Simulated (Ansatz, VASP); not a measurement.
This is a calculation of Mo for Ansatz 0.2.0.

The input input.yaml:

```yaml
crystal:
  lattice:
    - [-1.594389, 1.591296, 1.584536]
    - [1.612386, -1.54306, 1.554296]
    - [1.606588, 1.555258, -1.536299]
  atoms:
    - { symbol: Mo, position: [-0.004893, -0.028505, -0.027978] }
hamiltonian:
  xc: pbesol
  pseudopotentials: { kind: paw }
kpoints:
  mp_grid: { grid: [12, 12, 12] }
scf:
  occupations: { method: fermi_dirac, width: 0.05 }
output:
  forces: true
  stress: true
  eigenvalues: true
```

Potentials or basis: Ansatz PAW.

Launch:

```bash
$ ansatz run input.yaml --threads 1 --pin off --max-ram 3584MiB --backend cpu --events-out ev --progress --plain --runs-dir out
```

Question: Translate it to VASP 6.6.1. Potentials there: VASP PAW PBE potentials, release 64 (Mo_sv).

Answer: As run (the cutoff follows the program's own potentials):

Contents of INCAR:

```
PREC = Accurate
ENCUT = 520
EDIFF = 1E-7
ISMEAR = -1
SIGMA = 0.05
LREAL = False
LASPH = True
NELM = 80
ALGO = Normal
ISIF = 2
LWAVE = False
LCHARG = False
GGA = PS
NBANDS = 13
```

File KPOINTS:

```
Automatic mesh
0
Gamma
  12 12 12
```

POSCAR

```
Mo
1.0
   -1.5943890000      1.5912960000      1.5845360000
    1.6123860000     -1.5430600000      1.5542960000
    1.6065880000      1.5552580000     -1.5362990000
Mo
1
Direct
   -0.0048930000     -0.0285050000     -0.0279780000
```

Potentials or basis: VASP PAW PBE potentials, release 64 (Mo_sv).

The run is started by

```console
$ cat potpaw_PBE.64/Mo_sv/POTCAR > POTCAR
$ mpirun -np 1 vasp_std > vasp.out
```

Both were run:

|  | VASP | Ansatz | Ansatz less VASP |
| --- | --- | --- | --- |
| gap on the k mesh at the Fermi level (eV) | none | none | - |
| pressure (GPa) | -8.9 | -9.4 | -0.47 |
| largest component of the traceless stress (GPa) | 5.26 | 5.26 | +0.005 |

A gap of «none» marks a metal or a gap that the smearing closes.

Caveats: the PAW data sets were made with another functional, which shifts forces and pressure a little (VASP); the PAW data sets come from PBE, with cores solved anew for the run's functional, which leaves a small shift of forces and pressure (Ansatz).
